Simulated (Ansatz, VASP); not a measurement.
**One calculation of FeNi3, two programs**

```
Fe Ni
1.0
     3.44773    0.00000    0.00000
     0.00000    3.44773    0.00000
     0.00000    0.00000    3.44773
Fe Ni
1 3
Direct
  0.00000 0.00000 0.00000
  0.00000 0.50000 0.50000
  0.50000 0.00000 0.50000
  0.50000 0.50000 0.00000
```

Alike in both runs: functional LDA; k mesh 10 × 10 × 10; occupations fermi-dirac, width 0.08 eV; collinear spin.

Ansatz relaxed the structure, and its values are those at the end. VASP's run is a single point on that final structure, the one shown.

|  | VASP | Ansatz |
| --- | --- | --- |
| version | VASP 6.6.1 | Ansatz 0.2.0 |
| potentials or method | VASP PAW LDA potentials, release 64 (Fe, Ni) | PAW with Ansatz's default frozen-core files, scalar-relativistic |
| plane-wave cutoff (eV) | 520 | 420 |
| valence electrons in the cell | 38 | 70 |

VASP gave:

```
pressure (GPa)                                                : -0.3
net moment per atom (μB)                                      : 1.13
size of the moment on the site where the two differ most (μB) : 0.60
```

Question: What did Ansatz give for the same quantities?

Answer: Pressure (GPa): 0.0; net moment per atom (μB): 1.15; size of the moment on the site where the two differ most (μB): 0.65.

Site moments also hang on the region over which each program counts them. The two sets of potentials don't hold the same shells in valence.
